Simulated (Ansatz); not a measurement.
# RuO2 under a change: tensor shear ε_xy = +0.63 %

Consider RuO$_{2}$ in the rutile structure (space group P4_2/mnm, No. 136; a = 4.480 Å, c = 3.107 Å). Axes: x, y, z lie along a, b, c of the conventional cell.

One thing is altered: a pure shear with ε_xy = ε_yx = 0.0063, atoms relaxed at fixed cell.

All numbers come from Ansatz (a program for electronic structure), r2SCAN, PAW, cutoff 500 eV, without spin-orbit coupling. Settings: 11×11×15 k-points, 0.05 eV Fermi–Dirac smearing.

The space group changes from P4_2/mnm (No. 136) to Cmmm (No. 65) and the shortest interatomic distance shrinks by 0.010 Å (1.934 Å → 1.924 Å). The energy grows by 1.2 meV/atom and the pressure (mean of the normal stresses, compression positive) hardly moves (0.0 GPa against 0.1 GPa). The band gap stays zero and the stress (xx, yy, zz, yz, xz, xy; compression positive) comes out as (0.1, 0.1, 0.0, 0.0, 0.0, -3.0) GPa (rough).

Final structure:

```yaml
crystal:
  lattice:
    - [4.47993, 0.02822, 0.00000]
    - [0.02822, 4.47993, 0.00000]
    - [0.00000, 0.00000, 3.10691]
  atoms:
    - { symbol: Ru, position: [0.50000, 0.50000, 0.50000] }
    - { symbol: Ru, position: [0.00000, 0.00000, 0.00000] }
    - { symbol: O, position: [0.80506, 0.80506, 0.50000] }
    - { symbol: O, position: [0.30562, 0.69438, 0.00000] }
    - { symbol: O, position: [0.69438, 0.30562, 0.00000] }
    - { symbol: O, position: [0.19494, 0.19494, 0.50000] }
```

Without a gap, meshes like the base's 11×11×15 leave anisotropic stresses uncertain by several tenths of a GPa, and small strain energies with them. The cells carry an imposed strain or load. Whether these cells are dynamically stable was not tested. Starting moments died away, wholly or in part, for the base; another magnetic solution may exist. No Hubbard U is applied, and correlation can decide whether such a compound is a metal. The final runs are not spin-polarised.
